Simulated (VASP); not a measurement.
GaAs:

```
CELL_PARAMETERS angstrom
0.00000 2.83140 2.83140
2.83140 0.00000 2.83140
2.83140 2.83140 0.00000
ATOMIC_POSITIONS crystal
Ga 0.00000 0.00000 0.00000
As 0.25000 0.25000 0.25000
```

Program: VASP 6.6.1. Alike in all runs: task band structure; no spin polarisation; cell as given; k mesh 10 × 10 × 10; cutoff (eV) 520; smearing gaussian 0.03 eV.

Problem. Order these runs on this cell by their band gap on the k mesh, lowest first.
A. level r2SCAN; potentials or basis VASP PAW PBE potentials, release 64 (Ga_d, As)
B. level TB-mBJ; potentials or basis VASP PAW PBE potentials, release 64 (Ga_d, As)
C. level PBE; potentials or basis VASP PAW PBE potentials, release 64 (Ga_d, As)
D. level LDA; potentials or basis VASP PAW LDA potentials, release 64 (Ga_d, As)

Solution. D (0.30 eV), C (0.48 eV), A (0.96 eV), B (1.55 eV).

